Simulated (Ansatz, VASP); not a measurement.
This is a calculation of GaP for Ansatz 0.2.0.

The input input.yaml:

```yaml
crystal:
  lattice:
    - [0.0, 2.72525, 2.72525]
    - [2.72525, 0.0, 2.72525]
    - [2.72525, 2.72525, 0.0]
  atoms:
    - { symbol: Ga, position: [0.0, 0.0, 0.0] }
    - { symbol: P, position: [0.75, 0.75, 0.75] }
kpoints:
  mp_grid: { grid: [6, 6, 6] }
scf:
  occupations: { method: fermi_dirac, width: 0.04 }
hamiltonian:
  xc: pbe
  pseudopotentials: { kind: all_electron, lapw: { basis_error: 0.002 } }
output:
  forces: true
  stress: true
  eigenvalues: true
```

Potentials or basis: all-electron LAPW, scalar-relativistic.

The run is started by

```sh
$ ansatz run input.yaml --threads 1 --pin off --max-ram 3072MiB --backend cpu --events-out ev --progress --plain --runs-dir out
```

**Question.** Set up the same calculation for VASP 6.6.1. Potentials there: VASP PAW PBE potentials, release 64 (Ga_d, P).

**Answer.** As run (the cutoff follows the program's own potentials):

The input INCAR:

```
SYSTEM = GaP
ALGO = Normal ; EDIFF = 1E-7
ENCUT = 520 ; GGA = PE
ISIF = 2 ; ISMEAR = -1
LASPH = .True. ; LCHARG = .False.
LREAL = .False. ; LWAVE = .False.
NBANDS = 16 ; NELM = 100
PREC = Accurate ; SIGMA = 0.04
```

KPOINTS

```
k-points
0
Gamma
  6 6 6
  0 0 0
```

Contents of POSCAR:

```
GaP
1.0
    0.0000000000      2.7252500000      2.7252500000
    2.7252500000      0.0000000000      2.7252500000
    2.7252500000      2.7252500000      0.0000000000
Ga P
1 1
Direct
    0.0000000000      0.0000000000      0.0000000000
    0.7500000000      0.7500000000      0.7500000000
```

Potentials or basis: VASP PAW PBE potentials, release 64 (Ga_d, P).

Run with:

```console
$ cat potpaw_PBE.64/Ga_d/POTCAR potpaw_PBE.64/P/POTCAR > POTCAR
$ mpirun -np 1 vasp_std > vasp.out
```

Both were run:

|  | VASP | Ansatz | Ansatz less VASP |
| --- | --- | --- | --- |
| gap on the k mesh at the Fermi level (eV) | 1.65 | 1.65 | +0.002 |
| least direct gap on the mesh (eV) | 1.82 | 1.83 | +0.004 |
| pressure (GPa) | 2.5 | 2.5 | +0.01 |

Ansatz ran all-electron here, so the differences hold the error of VASP's frozen core and of both bases.

A k mesh can miss the band edges. As with any semilocal functional, this PBE gap is likely too small.
